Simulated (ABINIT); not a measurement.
Runs of ABINIT 10.8.3 (patched build) on SnSe2. The structure is trigonal, space group P-3m1 (No. 164). Conventional cell: a = 3.811 Å, b = 3.811 Å, c = 6.136 Å, α = 90.00°, β = 90.00°, γ = 120.00°. Around Sn (site symmetry -3m) lie 6 Se at 2.68 Å. Around Se (site symmetry 3m) lie 3 Sn at 2.68 Å. 

```tsv
task	level	potentials or basis	cell	k mesh	cutoff (eV)	fine-grid cutoff	cutoff smearing ecutsm (Ha)	optimiser	force threshold (eV/Å)	cell freedom (optcell)	gap on the mesh (eV)	pressure (GPa)	relaxed volume (Å³/atom)	largest force (eV/Å)
band structure	AM05	JTH PAW PBE v2.0	as given	8 × 8 × 5	707	1306.15 eV	-	-	-	-	(a)	2.6	-	0.51
band structure	rPW86PBE	JTH PAW PBE v2.0 sp	as given	8 × 8 × 5	408	816.342 eV	-	-	-	-	0.74	-	-	1.21
band structure	RPBE	JTH PAW PBE v2.0 sp	as given	8 × 8 × 5	408	816.342 eV	-	-	-	-	0.84	-	-	0.87
band structure	LDA	JTH PAW PBE v2.0	as given	8 × 8 × 5	707	1306.15 eV	-	-	-	-	0.67	0.7	-	0.50
band structure	PBEsol	JTH PAW PBE v2.0 sp	as given	8 × 8 × 5	408	816.342 eV	-	-	-	-	(c)	-	-	0.66
relaxation of cell and atoms	PBE	JTH PAW PBE v2.0	relaxed	5 × 5 × 3	599	1197.3 eV	0.5	BFGS	0.05	-	0.88	0.0	30.10	0.01
relaxation of cell and atoms	r2SCAN	JTH PAW PBE v2.0	relaxed	7 × 7 × 4	707	1306.15 eV	0.5	-	-	2	1.12	-	28.05	0.02
band structure	TB-mBJ	JTH PAW LDA v2.0	as given	6 × 6 × 4	707	1306.15 eV	-	-	-	-	1.35	-	-	-
single point	PBE	PseudoDojo NC SR PBE v0.4.1 standard	as given	6 × 6 × 4	1088	-	-	-	-	-	0.80	(d)	-	0.81
single point	LDA	JTH PAW LDA v2.0	as given	10 × 10 × 6	408	816.342 eV	-	-	-	-	0.59	-	-	0.48
relaxation of cell and atoms	PBEsol	JTH PAW PBE v2.0	relaxed	8 × 8 × 5	599	1197.3 eV	0.5	-	-	2	0.59	0.0	(b)	-
single point	PBEsol	PseudoDojo NC SR PBEsol v0.4.1 standard	as given	6 × 6 × 4	1061	-	-	-	-	-	0.72	2.4	-	0.62
```

Alike in all rows: no spin polarisation; smearing fermi-dirac 0.05 eV.

Task: Fill in the values left out.

Result: (a) 0.78; (b) 26.02; (c) 0.71; (d) 5.6.

Caveats: spin-orbit coupling is left out, which moves the levels of the heavy elements; the PAW data sets were made with another functional, which shifts forces and pressure a little (some runs); this functional lacks dispersion, which binds the layers, so the pressure and a relaxed spacing across them are unreliable (some runs); an odd mesh through Γ misses points on the zone boundary, where band edges often lie (some runs); this set keeps more shells in the core, which shifts pressures and gaps (some runs); the volume moved by over 15 % at a fixed basis, so the end points are rough (some runs); this functional lacks dispersion, which binds the layers, so the pressure and a relaxed spacing across them are unreliable, and here the layers came unbound (some runs).

A k mesh can miss the band edges, and the runs leave out spin-orbit coupling on Se, Sn.

Not every run made on this cell is shown here.
